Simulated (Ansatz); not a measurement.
The calculation used DFT PBE, scalar-relativistic, plane waves, PAW in Ansatz. Settings: cutoff 420 eV, Γ-centred meshes spaced at most about 0.3 Å⁻¹, and about 0.25 Å⁻¹ or finer for metals (2π included), Gaussian smearing. No spin polarisation.

Each guess is relaxed in cell and atoms at zero pressure, on a coarse mesh first where it starts far from rest and then on a converged one. The steps can't lower the symmetry of the start, but it can rise. Energies are static (0 K, no zero-point motion).

Two unrelaxed guesses for SiW₄:

A.

```cif
data_structure
_symmetry_space_group_name_H-M 'Cmmm'
_symmetry_Int_Tables_number 65
_cell_length_a 6.8721
_cell_length_b 7.2161
_cell_length_c 3.0854
_cell_angle_alpha 90.000
_cell_angle_beta 90.000
_cell_angle_gamma 90.000
_cell_volume 153.01
loop_
_atom_site_label
_atom_site_type_symbol
_atom_site_symmetry_multiplicity
_atom_site_Wyckoff_symbol
_atom_site_fract_x
_atom_site_fract_y
_atom_site_fract_z
_atom_site_occupancy
Si1 Si 2 a 0.00000 0.00000 0.00000 1
W1 W 4 j 0.50000 0.68940 0.50000 1
W2 W 4 g 0.28520 0.00000 0.00000 1
```

B.

```cif
data_structure
_symmetry_space_group_name_H-M 'P-3m1'
_symmetry_Int_Tables_number 164
_cell_length_a 3.0064
_cell_length_b 3.0064
_cell_length_c 9.6671
_cell_angle_alpha 90.000
_cell_angle_beta 90.000
_cell_angle_gamma 120.000
_cell_volume 75.67
loop_
_atom_site_label
_atom_site_type_symbol
_atom_site_symmetry_multiplicity
_atom_site_Wyckoff_symbol
_atom_site_fract_x
_atom_site_fract_y
_atom_site_fract_z
_atom_site_occupancy
Si1 Si 1 a 0.00000 0.00000 0.00000 1
W1 W 2 d 0.33333 0.66667 0.86586 1
W2 W 2 d 0.33333 0.66667 0.37680 1
```

**Question.** Where do they end, and which end is lower?

**Answer.** B ends lower, by 0.36 eV/atom. A: Cmmm at 15.3 Å³/atom → Cmmm at 17.1 Å³/atom; B: P-3m1 at 15.1 Å³/atom → P-3m1 at 15.8 Å³/atom. Counting W atoms around Si (those within 1.25 times the shortest such distance or 1.15 times the sum of covalent radii, 1.27 where that leaves under three), the end of A and the end of B both have Si 6. End of A. Conventional cell: a = 7.277 Å, b = 8.144 Å, c = 2.889 Å. Si is surrounded by 6 W at 2.40–2.49 Å and 2 Si at 2.89 Å; W on a site of symmetry m2m is surrounded by 2 Si at 2.49 Å, 6 W at 2.79–2.89 Å, 4 W at 3.46 Å and 2 W at 3.64 Å; W on a site of symmetry 2mm has 1 Si at 2.40 Å, 1 W at 2.47 Å, 6 W at 2.79–2.89 Å and 4 W at 3.46 Å. End of B. Conventional cell: a = 2.797 Å, c = 11.623 Å. Si is surrounded by 6 W at 2.69 Å and 6 Si at 2.80 Å; around W on its first site lie 3 Si at 2.69 Å and 9 W at 2.80–2.92 Å; W on its second site has 12 W at 2.80–2.94 Å.

Cells without such a test can be saddle points. Shaken at random and relaxed again, the end of B falls into a cell with space group C2/m (No. 12), 0.33 eV/atom lower and the lowest form computed, so it is a saddle point or a shallow minimum. Even the lowest of the cells shown lies +0.37 eV/atom against the elements. Spin–orbit coupling, which can matter for W, is left out. Some structure types and database cells were kept out of the candidates from the start, so a known form may be missing.
